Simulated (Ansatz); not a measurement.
Input of an Ansatz 0.2.0 run:

File input.yaml:

```yaml
crystal:
  lattice:
    - [4.5667, 0.0, 0.0]
    - [0.0, 4.5667, 0.0]
    - [0.0, 0.0, 4.5667]
  atoms:
    - { symbol: Cs, position: [0.0, 0.0, 0.0] }
    - { symbol: I, position: [0.5, 0.5, 0.5] }
hamiltonian:
  xc:
    exchange: pbe
    correlation: pbe
    exx: { coeff: 0.25, omega: 0.15 }
  pseudopotentials: { kind: paw }
kpoints:
  mp_grid: { grid: [3, 3, 3] }
scf:
  occupations: { method: fermi_dirac, width: 0.05 }
output:
  forces: true
  stress: true
  eigenvalues: true
```

Potentials or basis: Ansatz PAW.

Command:

```sh
$ ansatz run input.yaml --threads 2 --pin off --max-ram 5632MiB --backend cpu --events-out ev --progress --plain --runs-dir out
```

Task: Predict the pressure.

Result: 0.6 GPa.

Task: Predict the band gap on the k mesh.

Result: 5.15 eV, direct.

Caveat: the k mesh is coarse (spacing up to 0.46 Å⁻¹), so the values aren't converged, least of all with exact exchange; odd divisions of the mesh miss points on the zone boundary, where band edges often lie, so the gap on the mesh can be too wide; spin-orbit coupling is left out, which moves the levels of the heavy elements; the PAW data sets come from PBE, with cores solved anew for the run's functional, which leaves a small shift of forces and pressure; the thresholds are loose for stress.
